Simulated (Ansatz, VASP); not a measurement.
**Two plane-wave programs on GaP**

File POSCAR:

```
GaP
1.0
    0.0000000000      2.6505476987      2.6505476987
    2.6505476987      0.0000000000      2.6505476987
    2.6505476987      2.6505476987      0.0000000000
Ga P
1 1
Direct
    0.0000000000      0.0000000000      0.0000000000
    0.2500000000      0.2500000000      0.2500000000
```

Contents of INCAR.step1:

```
SYSTEM = GaP
ALGO = Normal
EDIFF = 1E-4
ENCUT = 520
GGA = PE
ISMEAR = 0
LASPH = .True.
LCHARG = .False.
LREAL = .False.
LWAVE = .True.
NBANDS = 16
NELM = 60
PREC = Accurate
SIGMA = 0.01
```

The input INCAR.step2:

```
SYSTEM = GaP
ALGO = Normal
EDIFF = 1E-6
ENCUT = 520
ISIF = 2
ISMEAR = 0
ISTART = 1
LASPH = .True.
LCHARG = .False.
LMIXTAU = .True.
LREAL = .False.
LWAVE = .False.
METAGGA = R2SCAN
NBANDS = 16
NELM = 60
PREC = Accurate
SIGMA = 0.01
```

KPOINTS

```
k-points
0
Gamma
  6 6 6
  0 0 0
```

Input for Ansatz:

```yaml
crystal:
  lattice:
    - [0.0, 2.6505476986529373, 2.6505476986529373]
    - [2.6505476986529373, 0.0, 2.6505476986529373]
    - [2.6505476986529373, 2.6505476986529373, 0.0]
  atoms:
    - { symbol: Ga, position: [0.0, 0.0, 0.0] }
    - { symbol: P, position: [0.25, 0.25, 0.25] }
basis:
  ecutwfc: 600.0
kpoints:
  mp_grid:
    grid: [6, 6, 6]
hamiltonian:
  xc: r2scan
  pseudopotentials:
    kind: paw
scf:
  convergence:
    dr2_threshold: 1.0e-09
  occupations:
    method: fixed
output:
  stress: true
```

Alike in both runs: task single point; functional r2SCAN; k mesh 6 × 6 × 6; no spin polarisation.

|  | VASP | Ansatz |
| --- | --- | --- |
| version | VASP 6.6.1 | Ansatz 0.2.0 |
| potentials or method | VASP PAW PBE potentials, release 64 (Ga_d, P) | plane waves, PAW |
| plane-wave cutoff (eV) | 520 | 600 |
| occupations | gaussian, width 0.01 eV | fixed |
| valence electrons in the cell | 18 | 18 |

```tsv
	VASP	Ansatz	Ansatz less VASP
pressure (GPa)	8.9	8.9	+0.04
```

Ansatz warned: «stress_scf_threshold_loose».

Caveats: the PAW data sets were made with another functional, which shifts forces and pressure a little (VASP). r2SCAN opens gaps a little over a GGA but as a rule still falls short of measured ones. A k mesh can miss the band edges.
